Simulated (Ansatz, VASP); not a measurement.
HfC in VASP and in Ansatz

```
Hf C
1.0
     0.00000    2.32567    2.32567
     2.32567    0.00000    2.32567
     2.32567    2.32567    0.00000
Hf C
1 1
Direct
  0.50000 0.50000 0.50000
  0.00000 0.00000 0.00000
```

Alike in both runs: task single point; functional PBE; k mesh 20 × 20 × 20; occupations gaussian, width 0.1 eV; no spin polarisation.

```csv
,VASP,Ansatz
version,VASP 6.6.1,Ansatz 0.2.0
potentials or method,"VASP PAW PBE potentials, release 64 (Hf_pv, C)","scalar-relativistic, plane waves, PAW"
plane-wave cutoff (eV),520,420
valence electrons in the cell,14,30
```

Ansatz gave:

```
gap on the k mesh at the Fermi level (eV) : none
pressure (GPa)                            : 0.0
```

Problem. Which values does VASP return?

Solution. gap on the k mesh at the Fermi level (eV): none; pressure (GPa): -0.7.

A gap of «none» marks a metal or a gap that the smearing closes. The two sets of potentials don't hold the same shells in valence.

Spin-orbit coupling is left out, which matters for the levels of Hf.
